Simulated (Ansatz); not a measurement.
**InP (Fm-3m): energy and pressure against volume**

The task here is to estimate one member of a computed series from the others.

Program: Ansatz 0.2.0. Level of theory: DFT r²SCAN, scalar-relativistic, plane waves, PAW. These are calculated values, not measurements.

## The system as given

The structure is cubic, space group Fm-3m (No. 225). The conventional cell has a = 5.495 Å, b = 5.495 Å, c = 5.495 Å, α = 90.00°, β = 90.00°, γ = 90.00°. Around In (site symmetry m-3m) lie 6 P at 2.75 Å. P (site symmetry m-3m) is surrounded by 6 In at 2.75 Å.

As a file:

```xyz
2
Lattice="0.0000 2.7476 2.7476 2.7476 0.0000 2.7476 2.7476 2.7476 0.0000" Properties=species:S:1:pos:R:3 pbc="T T T"
In    0.0000    0.0000    0.0000
P     2.7476    2.7476    2.7476
```

An earlier run at r²SCAN left this cell at 20.743 Å³/atom and 0.00 GPa (14×14×14 mesh).

The first run:

input.yaml

```yaml
crystal:
  lattice:
    - [0.0, 2.7104853179, 2.7104853179]
    - [2.7104853179, 0.0, 2.7104853179]
    - [2.7104853179, 2.7104853179, 0.0]
  atoms:
    - { symbol: In, position: [0.0, 0.0, 0.0] }
    - { symbol: P, position: [0.5, 0.5, 0.5] }
basis:
  ecutwfc: 500
  ecutrho_ratio: 4
kpoints:
  mp_grid: { grid: [14, 14, 14] }
hamiltonian:
  xc: r2scan
scf:
  occupations: { method: gaussian, width: 0.05 }
output:
  forces: true
  stress: true
  eigenvalues: true
```

Run with:

```console
$ ansatz run input.yaml --threads 1 --pin off --max-ram 2560MiB --backend cpu --events-out ev --progress --plain --runs-dir out
```

Among the steps run: Volume × 0.96; Volume × 1.04; Volume × 0.92; Volume × 0.88; Volume × 0.84; Volume × 0.8.

One of the session's tables, all rows but one given; the rest of the session is left out.

It belongs to the step «The curve». 

```
volume (Å³/atom)  energy above the lowest (meV/atom)  pressure (GPa)
          16.594                               332.9            31.8
          17.424                               194.7            22.1
          18.254                               100.5            14.6
          19.083                                   ?               ?
          19.913                                 9.5             3.8
          20.743                                 0.0             0.0
          21.573                                 8.1            -3.0
```

Q: Estimate the row for volume (Å³/atom) = 19.083 from the others.

Worked estimate for «energy above the lowest (meV/atom)». A straight line through the neighbours (18.254, 100.5) and (19.913, 9.5) gives 100.5 + (9.5 − 100.5) × (19.083 − 18.254) / (19.913 − 18.254) = 55.0; a parabola fitted to 4 rows on both sides gives 40.9.

**Answer.** energy above the lowest (meV/atom): 41.1; pressure (GPa): 8.6. In «energy above the lowest (meV/atom)» the line misses by +13.9 and the parabola by -0.2.

Limits of these values: The k mesh is not the same at all volumes. Other structures may be lower in enthalpy at these pressures.
